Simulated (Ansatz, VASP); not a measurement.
## One calculation of Cd, two programs

```
CELL_PARAMETERS angstrom
0.00000 2.27579 2.27579
2.27579 0.00000 2.27579
2.27579 2.27579 0.00000
ATOMIC_POSITIONS crystal
Cd 0.00000 0.00000 0.00000
```

Change from the starting cell: volume scaled by 1.08.

Alike in both runs: functional BLYP; dispersion D3(BJ); k mesh 10 × 10 × 10; occupations fermi-dirac, width 0.01 eV; no spin polarisation.

```csv
,VASP,Ansatz
version,VASP 6.6.1,Ansatz 0.2.0
potentials or method,"VASP PAW PBE potentials, release 64 (Cd)",SSSP precision PAW
plane-wave cutoff (eV),520,1361
valence electrons in the cell,12,20
task,single point,electron localisation function
```

```tsv
	VASP	Ansatz	Ansatz less VASP
gap on the k mesh at the Fermi level (eV)	none	none	-
pressure (GPa)	-2.9	-3.2	-0.33
dispersion energy (meV/atom)	-935.9	-936.0	-0.10
```

A gap of «none» marks a metal or a gap that the smearing closes. The two sets of potentials don't hold the same shells in valence.

Caveats: pairwise dispersion overbinds metals, which lowers pressure and volume; the PAW data sets were made with another functional, which shifts forces and pressure a little (VASP); the pressure holds a Pulay correction of +0.7 GPa for the finite cutoff (Ansatz).
